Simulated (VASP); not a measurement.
A run of VASP 6.6.1:

Contents of POSCAR:

```
B
1.0
    1.4680040000      2.6237910000     -0.0487630000
   -1.5340900000      2.6619460000     -0.0413890000
   -0.0078930000     -0.0557140000      3.2447900000
B
2
Direct
    0.3434140000      0.3329210000      0.4772800000
    0.6866330000      0.6680160000      0.4954300000
```

File INCAR.step1:

```
SYSTEM = B
PREC = Accurate
ENCUT = 520
ISMEAR = -1
SIGMA = 0.0131
LREAL = .FALSE.
LASPH = .TRUE.
NELM = 100
NBANDS = 10
GGA = PE
ALGO = Normal
EDIFF = 1E-4
LWAVE = .TRUE.
LCHARG = .FALSE.
```

INCAR.step2

```
SYSTEM = B
PREC = Accurate
ENCUT = 520
EDIFF = 1E-6
ISMEAR = -1
SIGMA = 0.0131
LREAL = .FALSE.
LASPH = .TRUE.
NELM = 100
ALGO = Normal
ISIF = 2
LWAVE = .FALSE.
LCHARG = .FALSE.
METAGGA = R2SCAN
LMIXTAU = .TRUE.
NBANDS = 10
ISTART = 1
```

The input KPOINTS:

```
regular mesh
0
G
  7 7 6
  0 0 0
```

Potentials or basis: VASP PAW PBE potentials, release 64 (B).

Run with:

```bash
$ cat potpaw_PBE.64/B/POTCAR > POTCAR
$ cp INCAR.step1 INCAR
$ mpirun -np 1 vasp_std > vasp.out
$ cp INCAR.step2 INCAR
$ mpirun -np 1 vasp_std > vasp.out
```

Hardware: 1 thread of Intel(R) Xeon(R) Platinum 8488C (Sapphire Rapids), on a shared host.

**Question.** Estimate the wall time of this run.

**Answer.** It took 39 s on 1 thread of Intel(R) Xeon(R) Platinum 8488C (Sapphire Rapids), on a shared host, peak memory 0.15 GiB. Counts: scf iterations 8, k points 148.
